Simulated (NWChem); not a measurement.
**triplet C6H8: levels of theory compared**

We compute a comparison of 3 runs (UHF/6-31G*, UPBE0/6-31G*, UMP2/6-31G*) of triplet C6H8. 

The calculation is run with NWChem 7.3.0.

2 further runs of the same task are left out: 2 set aside as unsound or not needed.

### Step 1. Starting point

C6H8 has 14 atoms, charge 0, and is taken as a triplet. As SMILES of the parent species, `C1=CCCC=C1`. Geometry: relaxed at PBE0-D4/def2-TZVP. That shape belongs to the parent species and isn't relaxed for this state.

Bond lengths: C1–C2 1.335 Å, C2–C3 1.499 Å, C3–C4 1.524 Å, C4–C5 1.499 Å, C1–C6 1.457 Å, C5–C6 1.335 Å, C1–H7 1.085 Å, C2–H8 1.085 Å, C3–H9 1.093 Å, C3–H10 1.101 Å, C4–H11 1.093 Å, C4–H12 1.101 Å, C5–H13 1.085 Å, C6–H14 1.085 Å. Some angles: C1–C2–C3 120.2°, C2–C1–C6 120.5°, C2–C3–C4 111.5°, C3–C4–C5 111.5°, C4–C5–C6 120.2°, C1–C6–C5 120.5°, C1–C2–H8 120.7°, C3–C2–H8 119.1°, C2–C1–H7 120.6°, C6–C1–H7 118.9°.

### Step 2. A single-point energy at UHF/6-31G(d) (spherical functions) (run 1)

The input, run.xyz:

```xyz
14
C6H8 hf
C     -0.368800    -1.509750     0.053650
C      0.417410    -0.957880     0.981200
C      0.929420     0.439410     0.800870
C     -0.059100     1.301560     0.025840
C     -0.609540     0.573900    -1.163530
C     -0.762120    -0.752170    -1.127710
H     -0.705760    -2.535870     0.154260
H      0.744910    -1.532050     1.841590
H      1.155780     0.899310     1.765970
H      1.883990     0.389860     0.254650
H      0.413370     2.239770    -0.275330
H     -0.899610     1.579070     0.680470
H     -0.938120     1.145490    -2.025230
H     -1.201810    -1.280690    -1.966710
```

The input, run.py:

```python
from ase.io import read
from ase.calculators.nwchem import NWChem

system = read('run.xyz')

calc = NWChem(
    label='run',
    theory='scf',
    memory='2200 mb',
    basis='6-31G*',
    basispar='spherical bse',
    scf={'nopen': '2', 'uhf': None, 'thresh': '1e-08', 'maxiter': '80', 'print': 'low'},
    task='energy',
)
system.calc = calc

print("Total energy (eV):", round(system.get_potential_energy(), 6))
```

The run is started by

```
export ASE_NWCHEM_COMMAND="nwchem PREFIX.nwi > PREFIX.nwo"
python run.py
```

Log:

```text
Total energy (eV): -6305.757493
```

The calculator wrote run.nwi:

```
title "run"

permanent_dir run

scratch_dir run

start run

geometry units angstrom nocenter noautosym noautoz
  C  -3.6880000000000002e-01 -1.5097499999999999e+00 5.3650000000000003e-02
  C  4.1741000000000000e-01 -9.5787999999999995e-01 9.8119999999999996e-01
  C  9.2942000000000002e-01 4.3941000000000002e-01 8.0086999999999997e-01
  C  -5.9100000000000000e-02 1.3015600000000001e+00 2.5839999999999998e-02
  C  -6.0953999999999997e-01 5.7389999999999997e-01 -1.1635300000000000e+00
  C  -7.6212000000000002e-01 -7.5217000000000001e-01 -1.1277100000000000e+00
  H  -7.0576000000000005e-01 -2.5358700000000001e+00 1.5426000000000001e-01
  H  7.4490999999999996e-01 -1.5320499999999999e+00 1.8415900000000001e+00
  H  1.1557800000000000e+00 8.9931000000000005e-01 1.7659700000000000e+00
  H  1.8839900000000001e+00 3.8985999999999998e-01 2.5464999999999999e-01
  H  4.1337000000000002e-01 2.2397700000000000e+00 -2.7533000000000002e-01
  H  -8.9961000000000002e-01 1.5790700000000000e+00 6.8047000000000002e-01
  H  -9.3811999999999995e-01 1.1454899999999999e+00 -2.0252300000000001e+00
  H  -1.2018100000000000e+00 -1.2806900000000001e+00 -1.9667100000000000e+00
end

memory 2200 mb

basis spherical bse noprint
   * library 6-31G*
end

scf
  nopen 2
  uhf
  thresh 1e-08
  maxiter 80
  print low
end

task scf energy
```

run.nwo:

```text
Northwest Computational Chemistry Package (NWChem) 7.3.0
             --------------------------------------------------------

           Job information
           ---------------

    nwchem branch   = 7.3.0
    use scalapack   = T
    input           = run.nwi
    prefix          = run.
    data base       = run/run.db
    status          = startup
    nproc           =        1

           Memory information
           ------------------

[... 5 lines left out ...]
    hardfail = no
[... 37 lines left out ...]
            Nuclear Dipole moment (a.u.)
[... 79 lines left out ...]
 Forming initial guess at       0.0s

 Starting SCF solution at       0.3s

  ga_iter_lsolve: convergence stagnant ... aborting solve

       Final UHF  results
       ------------------

         Total SCF energy =   -231.732315542942
      One electron energy =   -748.191356461782
      Two electron energy =    296.220589415706
 Nuclear repulsion energy =    220.238451503134

                       Sz =      1.0000
                 Sz(Sz+1) =      2.0000
                      S^2 =      2.0206

        Time for solution =     29.8s

 Task  times  cpu:       30.1s     wall:       30.1s
 Total times  cpu:       30.1s     wall:       30.1s
```

Wall time 31 s (1 thread of Intel Xeon 6975P-C (Granite Rapids), shared host); peak memory 0.099 GiB.

### Step 3. The energy at UPBE0/6-31G(d) (spherical functions) (run 2)

The input, c6h8.nw:

```
start c6h8
title "C6H8 energy"
memory total 2200 mb

geometry noautosym nocenter noautoz
C     -0.368800    -1.509750     0.053650
C      0.417410    -0.957880     0.981200
C      0.929420     0.439410     0.800870
C     -0.059100     1.301560     0.025840
C     -0.609540     0.573900    -1.163530
C     -0.762120    -0.752170    -1.127710
H     -0.705760    -2.535870     0.154260
H      0.744910    -1.532050     1.841590
H      1.155780     0.899310     1.765970
H      1.883990     0.389860     0.254650
H      0.413370     2.239770    -0.275330
H     -0.899610     1.579070     0.680470
H     -0.938120     1.145490    -2.025230
H     -1.201810    -1.280690    -1.966710
end

basis spherical bse
C library 6-31G*
H library 6-31G*
end

dft
xc pbe0
mult 3
grid fine
convergence energy 1e-08
maxiter 100
mulliken
end

task dft energy
```

The run is started by

```
nwchem c6h8.nw > c6h8.out
```

Log:

```text
[...]
          Wavefunction type:  spin polarized.
          No. of atoms     :    14
          No. of electrons :    44
[...]
          Charge           :     0
          Spin multiplicity:     3
[...]
          AO basis - number of functions:   100
[...]
              XC Information
              --------------
                         PBE0 Method XC Functional
                     Hartree-Fock (Exact) Exchange  0.250
          PerdewBurkeErnzerhof Exchange Functional  0.750
            Perdew 1991 LDA Correlation Functional  1.000 local
           PerdewBurkeErnz. Correlation Functional  1.000 non-local
[...]
 d= 0,ls=0.0,diis     1   -232.9669687126 -4.53D+02  2.61D-03  9.13D-02     3.8
[...]
 d= 0,ls=0.0,diis    12   -233.0198698744 -9.10D-10  9.80D-08  8.16D-11    43.4
[...]
         Total DFT energy =     -233.019869874417
      One electron energy =     -748.948171157880
           Coulomb energy =      331.028525212184
    Exchange-Corr. energy =      -35.338675431855
 Nuclear repulsion energy =      220.238451503134
[...]
      Total Density - Mulliken Population Analysis
     ---------------------------------------------
    Atom       Charge   Shell Charges
 -----------   ------   -------------------------------------------------------
    1 C    6     6.16   2.00  0.68  2.05  0.50  0.89  0.04
    2 C    6     6.16   2.00  0.68  2.05  0.53  0.87  0.04
    3 C    6     6.38   2.00  0.66  2.10  0.63  0.96  0.04
    4 C    6     6.38   2.00  0.66  2.10  0.63  0.96  0.04
    5 C    6     6.16   2.00  0.68  2.05  0.53  0.87  0.04
    6 C    6     6.16   2.00  0.68  2.05  0.50  0.89  0.04
    7 H    1     0.84   0.53  0.31
    8 H    1     0.84   0.52  0.31
    9 H    1     0.83   0.52  0.30
   10 H    1     0.80   0.52  0.29
[...]
      <S2> =      2.0068 (Exact =     2.0000)
[...]
```

It took 44 s on 1 thread of Intel Xeon 6975P-C (Granite Rapids), shared host; peak memory 0.12 GiB.

### Step 4. A single-point energy at UMP2/6-31G(d) (spherical functions) (run 3)

The input, run.py:

```python
from ase import Atoms
from ase.calculators.nwchem import NWChem

atoms = Atoms(['C', 'C', 'C', 'C', 'C', 'C', 'H', 'H', 'H', 'H', 'H', 'H', 'H', 'H'], positions=[
    [-0.368800, -1.509750, 0.053650],
    [0.417410, -0.957880, 0.981200],
    [0.929420, 0.439410, 0.800870],
    [-0.059100, 1.301560, 0.025840],
    [-0.609540, 0.573900, -1.163530],
    [-0.762120, -0.752170, -1.127710],
    [-0.705760, -2.535870, 0.154260],
    [0.744910, -1.532050, 1.841590],
    [1.155780, 0.899310, 1.765970],
    [1.883990, 0.389860, 0.254650],
    [0.413370, 2.239770, -0.275330],
    [-0.899610, 1.579070, 0.680470],
    [-0.938120, 1.145490, -2.025230],
    [-1.201810, -1.280690, -1.966710],
])

calc = NWChem(
    label='c6h8',
    theory='mp2',
    memory='2200 mb',
    basis='6-31G*',
    basispar='spherical bse',
    scf={'nopen': '2', 'uhf': None, 'thresh': '1e-08', 'maxiter': '80'},
    mp2={'freeze': 'core 6', 'tight': None},
    task='energy',
)
atoms.calc = calc

print("Total energy (eV):", round(atoms.get_potential_energy(), 6))
```

The run is started by

```
export ASE_NWCHEM_COMMAND="nwchem PREFIX.nwi > PREFIX.nwo"
python run.py
```

Log:

```text
Total energy (eV): -6325.572765
```

The calculator wrote c6h8.nwi:

```
title "c6h8"

permanent_dir c6h8

scratch_dir c6h8

start c6h8

geometry units angstrom nocenter noautosym noautoz
  C  -3.6880000000000002e-01 -1.5097499999999999e+00 5.3650000000000003e-02
  C  4.1741000000000000e-01 -9.5787999999999995e-01 9.8119999999999996e-01
  C  9.2942000000000002e-01 4.3941000000000002e-01 8.0086999999999997e-01
  C  -5.9100000000000000e-02 1.3015600000000001e+00 2.5839999999999998e-02
  C  -6.0953999999999997e-01 5.7389999999999997e-01 -1.1635300000000000e+00
  C  -7.6212000000000002e-01 -7.5217000000000001e-01 -1.1277100000000000e+00
  H  -7.0576000000000005e-01 -2.5358700000000001e+00 1.5426000000000001e-01
  H  7.4490999999999996e-01 -1.5320499999999999e+00 1.8415900000000001e+00
  H  1.1557800000000000e+00 8.9931000000000005e-01 1.7659700000000000e+00
  H  1.8839900000000001e+00 3.8985999999999998e-01 2.5464999999999999e-01
  H  4.1337000000000002e-01 2.2397700000000000e+00 -2.7533000000000002e-01
  H  -8.9961000000000002e-01 1.5790700000000000e+00 6.8047000000000002e-01
  H  -9.3811999999999995e-01 1.1454899999999999e+00 -2.0252300000000001e+00
  H  -1.2018100000000000e+00 -1.2806900000000001e+00 -1.9667100000000000e+00
end

memory 2200 mb

basis spherical bse noprint
   * library 6-31G*
end

scf
  nopen 2
  uhf
  thresh 1e-08
  maxiter 80
end
mp2
  freeze core 6
  tight
end

task mp2 energy
```

c6h8.nwo:

```text
Northwest Computational Chemistry Package (NWChem) 7.3.0
             --------------------------------------------------------

           Job information
           ---------------

    nwchem branch   = 7.3.0
    use scalapack   = T
    input           = c6h8.nwi
    prefix          = c6h8.
    data base       = c6h8/c6h8.db
    status          = startup
    nproc           =        1

           Memory information
           ------------------

[... 5 lines left out ...]
    hardfail = no
[... 37 lines left out ...]
            Nuclear Dipole moment (a.u.)
[... 98 lines left out ...]
 2-e energy   =     289.173925
[... 19 lines left out ...]
  ga_iter_lsolve: convergence stagnant ... aborting solve
[... 7 lines left out ...]
      One electron energy =   -748.191356461782
[... 9 lines left out ...]
          Final alpha eigenvalues
[... 307 lines left out ...]
                     UHF Final Beta Molecular Orbital Analysis
[... 349 lines left out ...]
          ---------------------------------------------------
                    Spin Component Scaled (SCS) MP2
          Same spin pairs                     -0.184455876503
          Same spin scaling factor             0.333333333333
          Opposite spin pairs                 -0.543741949169
          Opposite spin scaling fact.          1.200000000000
          SCS-MP2 correlation energy          -0.713975631170
          Total SCS-MP2 energy              -232.446291174112
          ---------------------------------------------------

 -----------------------
 Task  times  cpu:       35.7s     wall:       35.7s
 Total times  cpu:       35.7s     wall:       35.7s
```

It took 37 s on 1 thread of Intel Xeon 6975P-C (Granite Rapids), shared host; peak memory 0.34 GiB.

### Step 5. Overview of the runs

| run | level | iteration cap | module | energy (Eh) | ⟨S²⟩ | wall time |
| --- | --- | --- | --- | --- | --- | --- |
| 1 | UHF/6-31G* (spherical functions) | 80 | scf | -231.732316 | 2.021 | 31 s |
| 2 | UPBE0/6-31G* (spherical functions) | 100 | dft | -233.019870 | 2.007 | 44 s |
| 3 | UMP2/6-31G* (spherical functions) | 80 | mp2 | -232.460513 | 2.021 | 37 s |

### Step 6. Results

| quantity | value |
| --- | --- |
| run 3: total energy | -232.46051 Eh |
| run 3: HOMO energy (Hartree–Fock orbitals) (highest over α and β) | -5.25 eV |
| run 3: LUMO energy (Hartree–Fock orbitals) (lowest over α and β) | 1.02 eV |
| run 3: correlation energy (6 core orbitals frozen) | -728.2 mEh |
| run 3: ⟨S²⟩ of the reference determinant | 2.021 |

All runs together took 1.9 min, the longest 44 s.
